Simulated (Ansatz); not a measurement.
## Calculated ¹⁷O NMR of the central transition for SiO2

Cell: a computed structure from the Materials Project (it need not be an observed phase), atoms as given.

Space group P-4m2 (No. 115); a = 6.9114, c = 6.4185 Å.

```csv
site,Wyckoff,site symmetry,x,y,z
Si1,4j,.m.,0.2696,0.0000,0.1194
Si5,1d,-4m2,0.0000,0.0000,0.5000
O6,4j,.m.,0.1917,0.0000,0.3564
O10,4h,..2,0.1911,0.1911,0.0000
O14,2g,2mm.,0.5000,0.0000,0.1205
```

One atom of each set is listed.

The numbers come from a DFT calculation in Ansatz (PBE, plane waves and PAW (field gradients read without the response of the frozen cores, which leaves them typically 4 to 6 % off), scalar-relativistic, 420 eV cutoff, Γ-centred 4×4×4 k-points, Fermi–Dirac smearing 0.02 eV).

¹⁷O has I = 5/2 and Q = -25.58 mb (Pyykkö 2018); at 21.1 T its Larmor frequency is ν₀ = 121.8 MHz. Only the quadrupole interaction is simulated: positions count from each site's isotropic chemical shift, and J coupling is left out, as are shift anisotropy and dipolar coupling, which fast spinning averages.

(1) What does the ¹⁷O spectrum (fast magic-angle spinning) show for each site?

Results:

(1) 

```tsv
site	first shell	C_Q (MHz)	η	P_Q (MHz)	δ_QIS (ppm)	breadth (kHz)
O6	2 Si at 1.61 Å, angle 144°	-5.95	0.20	6.00	-14.5	4.00
O10	2 Si at 1.62 Å, angle 140°	-5.81	0.26	5.88	-14.0	3.89
O14	2 Si at 1.59 Å, angle 179°	-6.64	0.02	6.64	-17.8	4.68
```

δ_QIS = −(ν_Q²/30ν₀²)[I(I+1) − 3/4](1 + η²/3) × 10⁶ ppm with ν_Q = 3|C_Q|/[2I(2I−1)]; it falls as 1/B₀² in ppm, and the breadth as 1/B₀ in kHz.

At O6 and O10 V_zz runs parallel to the line that joins its two neighbours (within 1°) in each case. At O14 V_zz points along the line of its two bonds (within 1°).

The largest force is 0.4 eV/Å, so the atoms aren't at the calculated equilibrium and relaxing them would move these values.

The run took 23 s of wall time (23 s of CPU time) and 0.59 GiB at its peak, on 1 thread of Intel Xeon Platinum 8375C CPU @ 2.90GHz (Ice Lake) (x86_64; 16 cores open to the job, memory cap 3.0 GiB, no GPU), a shared host with a load of 0.5 a core.
